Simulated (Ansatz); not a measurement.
Crystal: CsH.

```
Cs H
1.0
     0.00000    3.18800    3.18800
     3.18800    0.00000    3.18800
     3.18800    3.18800    0.00000
Cs H
1 1
Cartesian
  0.0000 0.0000 0.0000
  3.1880 3.1880 3.1880
```

Base run:

| Quantity | Value |
| --- | --- |
| Program | Ansatz 0.2.0 |
| Functional | HSE06 |
| Potentials or basis | Ansatz PAW |
| Cutoff | 420 eV (not typed: the program's choice for these potentials) |
| k mesh | 6 × 6 × 6 |
| Occupations | fermi-dirac, width 0.05 eV |
| Spin | no spin polarisation |

Its results: band gap on the k mesh 3.26 eV, direct; pressure 0.1 GPa.

Problem. The run is repeated on the same cell with these changes: functional from HSE06 to PBE0. What comes out?

Solution. Band gap on the k mesh 3.97 eV, direct; pressure 0.1 GPa.

Caveats: spin-orbit coupling is left out, which moves the levels of the heavy elements; the PAW data sets come from PBE, with cores solved anew for the run's functional, which leaves a small shift of forces and pressure; the thresholds are loose for stress.
